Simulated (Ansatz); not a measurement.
The cell is COD entry 9011666, as deposited and not checked against the literature; nothing was relaxed.

AgCl: DFT, PBE, all-electron LAPW, scalar-relativistic (Ansatz 0.2.0).

Command: `ansatz run input.yaml --threads 1 --pin off --max-ram 2048MiB --backend cpu --events-out ev --progress --plain --runs-dir out` The run took 11 s on 1 thread of Arm Neoverse V2 (shared host), peak memory 0.3 GiB.

```yaml
crystal:
  lattice:
    - [0.0, 2.77315, 2.77315]
    - [2.77315, 0.0, 2.77315]
    - [2.77315, 2.77315, 0.0]
  atoms:
    - { symbol: Ag, position: [0.5, 0.5, 0.5] }
    - { symbol: Cl, position: [0.0, 0.0, 0.0] }
kpoints:
  mp_grid: { grid: [9, 9, 9] }
  band_path:
    path:
      - [0.0, 0.0, 0.0]
      - [0.5, 0.0, 0.5]
      - [0.625, 0.25, 0.625]
      - [0.375, 0.375, 0.75]
      - [0.0, 0.0, 0.0]
      - [0.5, 0.5, 0.5]
      - [0.5, 0.25, 0.75]
      - [0.5, 0.0, 0.5]
    npoints: 14
scf:
  occupations: { method: fermi_dirac, width: 0.01 }
hamiltonian:
  xc: pbe
  pseudopotentials: { kind: all_electron, lapw: { basis_error: 0.0005 } }
output:
  forces: true
  stress: true
  eigenvalues: true
  populations: true
  dos: { projected: true, de: 0.2, e_range: [-14, 8] }
```

Output:

```
Ag: projections on atomic orbitals take those of the free atom 1s2 2s2 2p6 3s2 3p6 3d10 4s2 4p6 4d10 5s1, of charge +0.00 (hamiltonian.pseudopotentials.projection_atoms)
Cl: projections on atomic orbitals take those of the free atom 1s2 2s2 2p6 3s2 3p5, of charge +0.00 (hamiltonian.pseudopotentials.projection_atoms)
LAPW: plane waves up to 7.724 Å⁻¹, error target 5.0e-4 eV per atom; small_component_spin mean_spin; Cl in spheres of 1.246 Å, 15 of its electrons in bands, Dirac shells []; Ag in spheres of 1.527 Å, 19 of its electrons in bands, Dirac shells []
Engine: ansatz 0.2.0
Pseudopotentials: kind: all_electron
Pseudopotential: Ag, LAPW, valence charge 19, Koelling and Harmon's equation, gaussian nucleus
Pseudopotential: Cl, LAPW, valence charge 15, Koelling and Harmon's equation, gaussian nucleus
Functional definition: PBE
  parameter kappa = 0.804
  parameter beta = 0.06672455060314922
  exchange = pbe_x(kappa = kappa, mu = beta*pi^2/3)
  correlation = pbe_c(beta = beta)
Crystal: 2 atoms, lattice volume = 42.653 Å³
Basis set: ecut = 227.2934591325234 eV, 331 PW (Γ), exchange–correlation at level 2
Bands: 21, of which v1, the nominal top of the filled ones, is band 17 counted from 1 (16 counted from 0)
Symmetry: 48 space group operations
Space group: Fm-3m (ITA 225), of the structure as read, at distance tolerance 3.5e-5 Å
k-points: 35 of 729
Non-local potential: Ag, projectors of the file, none
Non-local potential: Cl, projectors of the file, none
Initial density: superposition of atomic densities (chi_scale 0.1, normalization cell, long waves kept (reshape's long-wave potential 0.00 eV rms))
Initial wavefunctions: plane waves of lowest kinetic energy (no species holds an atomic orbital)
Functional: x = pbe(κ = 0.804, μ = 0.2195149727645171), c = pbe(β = 0.06672455060314922)
iter 1 solved again at ethr=1.14e-3 eV; its pass at ethr=1.00e-1 eV (dr2=3.88e-1 eV) is discarded
SCF iter   1: F=—  HF=-157215.359449 eV  |F-HF|=—  |Δ(HF+E_count)|=         —  Δρ=2.13e-2  dr2=3.88e-1  ethr=1.14e-3  ⟨swp⟩=2.0  Hψ=4873  notcnv=0
preconditioner: auto → none  [insulator: Δε(μ)=0.844 eV  Ē_g=10.786 eV  σ=0.010 eV  W_gap=1.00  n_scr=14 (ndim 8)  ℏωp=24.1 eV  f_vac=0.050  D(μ)=0.00/eV (n_scr^D=0)  ε∞_Penn≈6.0]
iter 2 solved again at ethr=1.13e-5 eV; its pass at ethr=1.14e-3 eV (dr2=3.83e-3 eV) is discarded
SCF iter   2: F=—  HF=-157215.204550 eV  |F-HF|=—  |Δ(HF+E_count)|=   1.55e-1  Δρ=3.90e-3  dr2=3.84e-3  ethr=1.13e-5  ⟨swp⟩=2.3  Hψ=4003  notcnv=0
SCF iter   3: F=—  HF=-157215.175508 eV  |F-HF|=—  |Δ(HF+E_count)|=   2.90e-2  Δρ=3.06e-3  dr2=6.47e-3  ethr=1.13e-5  ⟨swp⟩=3.0  Hψ=2605  notcnv=0
SCF iter   4: F=—  HF=-157215.175069 eV  |F-HF|=—  |Δ(HF+E_count)|=         —  Δρ=1.07e-3  dr2=7.44e-4  ethr=1.13e-5  ⟨swp⟩=2.1  Hψ=2278  notcnv=0
the basis was enlarged: its passes take 96.8 KiB over the memory plan, 1 of 1 planned eigensolver slots
SCF iter   5: F=—  HF=-157215.175171 eV  |F-HF|=—  |Δ(HF+E_count)|=   1.02e-4  Δρ=1.84e-4  dr2=1.38e-5  ethr=2.19e-6  ⟨swp⟩=2.0  Hψ=2258  notcnv=0
SCF iter   6: F=—  HF=-157215.175194 eV  |F-HF|=—  |Δ(HF+E_count)|=   2.32e-5  Δρ=2.50e-5  dr2=2.68e-7  ethr=4.06e-8  ⟨swp⟩=3.0  Hψ=2225  notcnv=0
SCF iter   7: F=-157215.175195 eV  HF=-157215.175195 eV  |F-HF|=6.14e-9  |Δ(HF+E_count)|=   6.17e-7  Δρ=2.06e-6  dr2=1.73e-9  ethr=7.87e-10  ⟨swp⟩=3.0  Hψ=2351  notcnv=0
SCF 1 converged in 7 iterations: F = -157215.175195 eV  dr2 = 1.73e-9
NSCF: frozen V_eff on 99 k-points
SCF converged after 7 iterations
Free energy (F): -157215.175195 eV
Harris-Foulkes:  -157215.175195 eV  (|F-HF|=6.14e-9)
Internal energy: -157215.175195 eV  (E = F + TS)
E sigma→0 (E₀):  -157215.175195 eV
Fermi energy:    9.461685 eV
--- Per-component energies (eV) ---
  E_band       = -1863.408121
  E_kinetic    = 163871.563692
  E_xc         = -4834.648993
  E_electrostatic = -316252.089893  (all electrons and nuclei)
  E_smearing   = -0.000000  (= −TS)
  E_closure    = 0.000000  (closes the sum)
  E_atoms      = -157209.811095  (free atoms, spherical and without spin; not in F)
  Σ components = -157215.175195   (vs F -157215.175195, Δ=0.00e0)
  Basis errors (estimates in eV, not in F): energy 1.9e-4 per atom: plane waves 1.7e-4 (9.5e-5 summed), levels above the bands 0.0e0, relativity 4.1e-8, radial functions 2.1e-5, core shells 9.9e-8; eigenvalues (radial functions only) 8.7e-6; not estimated: angular momenta, meshes, grids; target (lapw.basis_error) 5.0e-4; muffin-tin radii Cl 1.246 Å, Ag 1.527 Å
--- Forces (eV/Å), atoms counted from 1 ---
  atom   1  Ag     0.00000000     0.00000000    -0.00000000
  atom   2  Cl    -0.00000000    -0.00000000    -0.00000000
  max |Σ_I F_I| component: 7.89e-31 eV/Å
--- Stress (GPa, compression-positive) ---
        1.612190       0.000000       0.000000
        0.000000       1.612190      -0.000000
        0.000000      -0.000000       1.612190
  P = ⅓ Tr σ = 1.6122 GPa (16.122 kbar)
--- Band table (eV; the first three rows and the last of 35) ---
  k-point 0: bands = ["-236.8845", "-175.8023", "-175.8023", "-175.8023", "-80.6912", "-44.2256", "-44.2256", "-44.2256", "-6.1324", "6.5711", "6.5711", "6.5711", "6.6119", "6.6119", "6.6947", "6.6947", "6.6947", "9.9260", "19.7105", "19.7105", "19.7105"]
  k-point 1: bands = ["-236.8845", "-175.8023", "-175.8023", "-175.8023", "-80.6912", "-44.2260", "-44.2257", "-44.2257", "-6.0844", "5.9760", "5.9969", "5.9969", "6.6152", "6.6152", "6.8435", "7.3630", "7.3630", "10.5072", "18.6154", "19.5004", "19.5004"]
  k-point 2: bands = ["-236.8845", "-175.8023", "-175.8023", "-175.8023", "-80.6912", "-44.2268", "-44.2258", "-44.2258", "-5.9589", "5.0568", "5.4600", "5.4600", "6.7197", "6.7197", "6.9728", "8.0535", "8.0535", "11.6608", "17.1243", "18.4379", "18.4379"]
  k-point 34: bands = ["-236.8845", "-175.8023", "-175.8023", "-175.8023", "-80.6911", "-44.2277", "-44.2274", "-44.2267", "-5.6466", "4.7042", "4.9864", "5.1217", "6.9387", "6.9539", "7.1105", "7.2151", "7.9287", "13.1960", "16.3741", "16.8105", "17.6029"]
--- Löwdin populations: 2 sites ---
  site symbol       q [e]
     0     Ag     46.4302
     1     Cl     17.4913
  spilling = 0.001226 (of n_electrons = 64.000000)
```

populations.tsv:

```
# site	symbol	l	j	q
# orbitals = lowdin
# n_electrons = 64.000000
# spilling = 0.001226
# projection_atom_Ag: 1s2 2s2 2p6 3s2 3p6 3d10 4s2 4p6 4d10 5s1
# projection_atom_Cl: 1s2 2s2 2p6 3s2 3p5
0	Ag	0_1S	-	2.000000
0	Ag	0_2S	-	1.999991
0	Ag	0_3S	-	1.999858
0	Ag	0_4S	-	1.997475
0	Ag	0_5S	-	0.472706
0	Ag	1_2P	-	6.000000
0	Ag	1_3P	-	5.999997
0	Ag	1_4P	-	5.999581
0	Ag	2_3D	-	10.000000
0	Ag	2_4D	-	9.960616
1	Cl	0_1S	-	1.999982
1	Cl	0_2S	-	1.998737
1	Cl	0_3S	-	1.928705
1	Cl	1_2P	-	5.999863
1	Cl	1_3P	-	5.564050
```
